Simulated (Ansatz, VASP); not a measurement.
One calculation of Mg3Te, two programs

```
Te Mg
1.0
    -2.09569    2.09569    5.17465
     2.09569   -2.09569    5.17465
     2.09569    2.09569   -5.17465
Te Mg
1 3
Cartesian
  0.0000 0.0000 0.0000
  2.0957 0.0000 2.5873
  0.0000 2.0957 2.5873
  0.0000 0.0000 5.1747
```

Change from the starting cell: volume scaled by 0.94.

Alike in both runs: task single point; functional PBE; k mesh 9 × 9 × 9; occupations fermi-dirac, width 0.05 eV; no spin polarisation.

```csv
,VASP,Ansatz
version,VASP 6.6.1,Ansatz 0.2.0
potentials or method,"VASP PAW PBE potentials, release 64 (Te, Mg)",Ansatz PAW
plane-wave cutoff (eV),520,420
valence electrons in the cell,12,46
```

|  | VASP | Ansatz | Ansatz less VASP |
| --- | --- | --- | --- |
| gap on the k mesh at the Fermi level (eV) | none | none | - |
| pressure (GPa) | 2.7 | 2.8 | +0.10 |
| largest component of the traceless stress (GPa) | 0.67 | 0.65 | -0.027 |

A gap of «none» marks a metal or a gap that the smearing closes. The two sets of potentials don't hold the same shells in valence.

The runs have no spin-orbit coupling, so splittings on Te are missing.
